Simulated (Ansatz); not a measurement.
How far is this CaO from the hull?

Computed with Ansatz 0.2.0, DFT PBE, scalar-relativistic, plane waves, PAW. All cells share a 420 eV cutoff and Γ-centred k meshes spaced at most about 0.3 Å⁻¹ (2π included). No spin polarisation.

The zero of energy is the elements' standard structures at the same level (O₂ as a molecule); no fitted shifts are applied.

Temperature and zero-point effects are left out.

The competitors are the elements and 1 reference phase of this chemical system (from databases or known types: CaO), relaxed at the same level; some compounds that the Crystallography Open Database lists (CaO2) aren't among them, so the margin is a lower bound.

The candidate was reached from: ZnO type (F-43m).

```
Ca O
1.0
     0.00000    2.62171    2.62171
     2.62171    0.00000    2.62171
     2.62171    2.62171    0.00000
Ca O
1 1
Direct
  0.00000 0.00000 0.00000
  0.75000 0.75000 0.75000
```

Question: Is it stable, and against what?

Answer: Not the lowest form: another structure of the same formula lies lower. Its formation energy is -2.766 eV/atom. The lowest competing phase at this composition is this:

| phase | space group | source | share of atoms | ΔE_f (eV/atom) |
| --- | --- | --- | --- | --- |
| CaO | Fm-3m (No. 225) | Materials Project | 1.0000 | -2.947 |

The candidate lies 181 meV/atom above this phase (180 meV/atom from unrounded values). Its margin to the true hull is at least that. The candidate matches no cell in the subsets of the Crystallography Open Database and the Materials Project at hand. It is metastable at best. Whether it is a true minimum wasn't tested by phonons. It has the zinc blende type.
